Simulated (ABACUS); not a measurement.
Pd:

```
Pd
1.0
    -1.94650    0.00000    1.94650
     0.00000    1.94650    1.94650
    -1.94650    1.94650    0.00000
Pd
1
Direct
  0.00000 0.00000 0.00000
```

A run of ABACUS 3.10.1 on this cell left the log below. Logs are shortened: lines on timing, memory, paths and dates and some standing lists are left out, and cuts for length are marked.

```text
ABACUS v3.10.1

               Atomic-orbital Based Ab-initio Computation at UStc

 ------------------------------------------------------------------------------------

 READING GENERAL INFORMATION
                           global_out_dir = OUT.Pd/
                           global_in_card = INPUT
                               pseudo_dir = ./
                              orbital_dir =
                                    DSIZE = 4
                                    GSIZE = 1

 READING UNITCELL INFORMATION
                                    ntype = 1
                  lattice constant (Bohr) = 7.3567
              lattice constant (Angstrom) = 3.893

 READING ATOM TYPE 1
                               atom label = Pd
                      L=0, number of zeta = 1
                      L=1, number of zeta = 1
                      L=2, number of zeta = 1
             number of atom for this type = 1

                        TOTAL ATOM NUMBER = 1
DIRECT COORDINATES
    atom                   x                   y                   z     mag                  vx                  vy                  vz
taud_Pd1            0.0000000000        0.0000000000        0.0000000000  0.0000        0.0000000000        0.0000000000        0.0000000000

                          Volume (Bohr^3) = 99.5382
                             Volume (A^3) = 14.75

 Lattice vectors: (Cartesian coordinate: in unit of a_0)
                 -0.5                  +0                +0.5
                   +0                +0.5                +0.5
                 -0.5                +0.5                  +0
 Reciprocal vectors: (Cartesian coordinate: in unit of 2 pi/a_0)
                   -1                  -1                  +1
                   +1                  +1                  +1
                   -1                  +1                  -1
 The esolver type has been set to : ksdft_pw

[... 212 lines left out ...]
 hsover_error=0.18 > DRHO=0.0154171
 Origin diag ethr = 0.01
 New diag ethr = 8.56505e-05

 Density error is 0.0154181767643
                          Error Threshold = 8.56504554861e-05
----------------------------------------------------------
     Energy           Rydberg                 eV
----------------------------------------------------------
 E_KohnSham     -253.3311014497      -3446.7464603320
 E_Harris       -252.0705707004      -3429.5960596372
 E_Fermi        1.4395965947         19.5867165089
----------------------------------------------------------
[... 51 lines left out ...]
 Density error is 9.4491619711e-09
                          Error Threshold = 1.16128868293e-08
----------------------------------------------------------
     Energy           Rydberg                 eV
----------------------------------------------------------
 E_KohnSham     -253.3358575709      -3446.8111706812
 E_KS(sigma->0) -253.3353082376      -3446.8036966178
 E_Harris       -253.3348670846      -3446.7976944230
 E_band         -9.7777727407        -133.0334230229
 E_one_elec     -75.6567440998       -1029.3628118854
 E_Hartree      49.2148311775        669.6021301225
 E_xc           -24.9688115568       -339.7181094612
 E_Ewald        -201.9240344251      -2747.3174313302
 E_entropy(-TS) -0.0010986667        -0.0149481269
 E_descf        0.0000000000         0.0000000000
 E_exx          0.0000000000         0.0000000000
 E_Fermi        1.4719357676         20.0267135291
----------------------------------------------------------

 charge density convergence is achieved
 final etot is -3446.8111707 eV
 EFERMI = 20.026713529 eV

 STATE ENERGY(eV) AND OCCUPATIONS    NSPIN == 1
 1/12 kpoint (Cartesian) = 0.0000 0.0000 0.0000 (701 pws)
       1       -64.1166     0.00200000
       2       -29.6622     0.00200000
       3       -29.6622     0.00200000
       4       -29.6622     0.00200000
       5        12.9165     0.00200000
       6        17.1716     0.00200000
[... 104 lines left out ...]
       6        17.1257     0.00800000
[... 11 lines left out ...]
      18        57.7823        0.00000
      19        57.7823        0.00000

[... levels at 6 further k points ...]

------------------------------------------------------------------------------------------
 TOTAL-FORCE (eV/Angstrom)
------------------------------------------------------------------------------------------
                       Pd1         0.0000000000         0.0000000000         0.0000000000
------------------------------------------------------------------------------------------

----------------------------------------------------------------
 TOTAL-STRESS (KBAR)
----------------------------------------------------------------
        74.5948330409         0.0000000000         0.0000000000
         0.0000000000        74.5948330409         0.0000000000
         0.0000000000         0.0000000000        74.5948330409
----------------------------------------------------------------
 TOTAL-PRESSURE: 74.594833 KBAR

 --------------------------------------------
 !FINAL_ETOT_IS -3446.8111706812214834 eV
 --------------------------------------------
```

Problem. What input gives this log?

Solution. Single point with BP86, no spin polarisation. The files as run (others can give the same):

INPUT
```
INPUT_PARAMETERS
suffix              Pd
calculation         scf
basis_type          pw
pseudo_dir          ./
latname             fcc
symmetry            1
dft_functional      GGA_X_B88+GGA_C_P86
ecutwfc             55
pseudo_rcut         10
nspin               1
nbands              19
ks_solver           dav
smearing_method     fd
smearing_sigma      0.00367493
scf_thr             1e-08
scf_nmax            100
mixing_type         broyden
mixing_beta         0.7
cal_force           1
cal_stress          1
ecutrho             440
out_chg             1
kpar                4
```

STRU
```
ATOMIC_SPECIES
Pd 106.4200 Pd_ONCV_PBE-1.0.oncvpsp.upf

LATTICE_CONSTANT
7.3567038032

ATOMIC_POSITIONS
Direct

Pd
0.0
1
0.0000000000 0.0000000000 0.0000000000 1 1 1
```

KPT
```
K_POINTS
0
Gamma
10 10 10 0 0 0
```

Potentials or basis: SSSP 1.3 efficiency PBE, plane waves.
The run is started by
```bash
$ OMP_NUM_THREADS=1 mpirun -np 4 abacus > log
```
